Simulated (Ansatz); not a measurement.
AgO: do energies and stresses tell the same story?

Theory: DFT PBEsol, scalar-relativistic, plane waves, PAW (Ansatz).

Cutoff 420 eV; k points 14×14×14 on the computed 2-atom cell (Γ-centred); Gaussian smearing, width 0.10 eV; no spin polarisation.

Relaxed cell: F-43m, a = 4.949 Å, b = 4.949 Å, c = 4.949 Å, α = 90.00°, β = 90.00°, γ = 90.00°, 2 atoms in the primitive cell. Whether it is the stable form of this composition wasn't checked.

Energies at zero smearing and pressures from the stress tensor, at volumes with shape and atoms relaxed:
```json
{"V (Å³/atom)": "14.246", "E − E(first) (meV/atom)": "0.00", "P (GPa)": "7.88"}
{"V (Å³/atom)": "14.700", "E − E(first) (meV/atom)": "-15.97", "P (GPa)": "3.59"}
{"V (Å³/atom)": "15.155", "E − E(first) (meV/atom)": "-20.82", "P (GPa)": "0.02"}
{"V (Å³/atom)": "15.609", "E − E(first) (meV/atom)": "-16.41", "P (GPa)": "-2.96"}
{"V (Å³/atom)": "16.064", "E − E(first) (meV/atom)": "-4.26", "P (GPa)": "-5.44"}
```

**Question.** Check P = −dE/dV between neighbouring volumes, and get the bulk modulus from the pressures alone.

**Answer.** With 1 eV/Å³ = 160.2 GPa:
```csv
middle V (Å³/atom),−ΔE/ΔV (GPa),mean P (GPa)
14.473,5.628,5.736
14.927,1.711,1.807
15.382,-1.556,-1.468
15.837,-4.280,-4.196
```

The two differ by 0.11 GPa at most. The mean of two end pressures misses the average over a step by about ΔV² P″/12, up to 0.06 GPa here; with that taken off 0.05 GPa remains. The stress is the derivative of the free energy, not of the energy at zero smearing, and with free energies 0.00 GPa remains. Around V = 15.155 Å³/atom, the two neighbours give B = −V ΔP/ΔV = 15.155 × 6.55 / 0.909 = 109.2 GPa, against B0 = 108.7 GPa from the Birch–Murnaghan fit of the energies.

Spin polarisation was left out, and a magnetic state may lie lower.